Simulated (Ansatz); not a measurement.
## How settings move the G0W0 gap of SiC (P6_3mc)

A 4-atom cell of SiC (P6_3mc) from a materials database, relaxed with r2SCAN; one-shot G0W0 in Ansatz without spin-orbit coupling. Calculated for a static, non-magnetic cell.

```yaml
crystal:
  lattice:
    - [3.07536, 0.00000, 0.00000]
    - [-1.53768, 2.66334, 0.00000]
    - [0.00000, 0.00000, 5.04811]
  atoms:
    - { symbol: Si, position: [0.33333, 0.66667, 0.49959] }
    - { symbol: Si, position: [0.66667, 0.33333, 0.99959] }
    - { symbol: C, position: [0.33333, 0.66667, 0.87541] }
    - { symbol: C, position: [0.66667, 0.33333, 0.37541] }
```

Gaps are read over the mesh points alone. G0W0 here is at a finite number of bands, screening cutoff and k mesh, not at the basis limit.

| start | potentials | frequency model | mesh | empty bands | screening cutoff (eV) | Kohn-Sham gap (eV) | G0W0 gap (eV) |
| --- | --- | --- | --- | --- | --- | --- | --- |
| PBE | PAW | contour deformation | 6×6×4 | 123 | 120 | 2.27 | 2.99 |
| PBE | PAW | contour deformation | 6×6×4 | 306 | 220 | 2.27 | 3.17 |
| PBE | PAW | contour deformation | 6×6×4 | 562 | 300 | 2.27 | 3.23 |
| HSE06 | PAW | contour deformation | 6×6×4 | 306 | 220 | 3.16 | 3.57 |
| r2SCAN | PAW | contour deformation | 6×6×4 | 306 | 220 | 2.65 | 3.34 |
| PBE0 | PAW | contour deformation | 6×6×4 | 306 | 220 | 3.88 | 3.73 |
| PBE | PAW | Godby-Needs pole | 6×6×4 | 306 | 220 | 2.27 | 3.09 |
| PBE | PAW | contour deformation | 12×12×6 | 67 | 80 | 2.28 | 2.83 |
| PBE | norm-conserving | contour deformation | 6×6×4 | 306 | 220 | 2.26 | 3.18 |

Over the mesh points the PBE gap of 2.27 eV becomes a quasiparticle gap of 3.23 eV (Γ to K), a change of +0.96 eV. Renormalisation factors Z lie between 0.76 and 0.82.

Raising bands and cutoff together moves the gap by +0.18 eV (120 to 220 eV), then +0.06 eV (220 to 300 eV); the last step is still large, so the basis limit isn't reached. Starting from HSE06 (3.16 eV against PBE's 2.27 eV) gives 3.57 eV, +0.40 eV from G0W0@PBE at the same screening cutoff. Starting from r2SCAN (2.65 eV against PBE's 2.27 eV) gives 3.34 eV, +0.17 eV from G0W0@PBE at the same screening cutoff. Starting from PBE0 (3.88 eV against PBE's 2.27 eV) gives 3.73 eV, +0.56 eV from G0W0@PBE at the same screening cutoff. The Godby-Needs plasmon pole differs from contour deformation by -0.08 eV. Norm-conserving potentials (wave cutoff 1116 eV against 420 eV) shift the quasiparticle gap by +0.01 eV and the PBE gap by -0.01 eV. r2SCAN runs take a wave cutoff of 500 eV.
